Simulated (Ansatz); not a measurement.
A run of Ansatz 0.2.0:

The input input.yaml:

```yaml
crystal:
  lattice:
    - [0.0, 2.5663, 2.5663]
    - [2.5663, 0.0, 2.5663]
    - [2.5663, 2.5663, 0.0]
  atoms:
    - { symbol: Sr, position: [0.5, 0.5, 0.5] }
    - { symbol: O, position: [0.0, 0.0, 0.0] }
hamiltonian:
  xc: hse06
  pseudopotentials: { kind: paw }
kpoints:
  mp_grid: { grid: [5, 5, 5] }
scf:
  occupations: { method: fermi_dirac, width: 0.05 }
output:
  forces: true
  stress: true
relax:
  f_tol: 0.01
  max_steps: 40
  cell: { stress_tol: 0.05 }
```

Potentials or basis: Ansatz PAW.

Run with:

```sh
$ ansatz run input.yaml --threads 2 --pin off --max-ram 5632MiB --backend cpu --events-out ev --progress --plain --runs-dir out
```

Hardware: 2 threads of Arm Neoverse V1 (shared host).

Q: Estimate the wall time of this run.

A: It took 20 s on 2 threads of Arm Neoverse V1, on a shared host, peak memory 0.6 GiB. Counts: scf iterations 56, plane waves 645, k points 10, bands 12, ion steps 4.
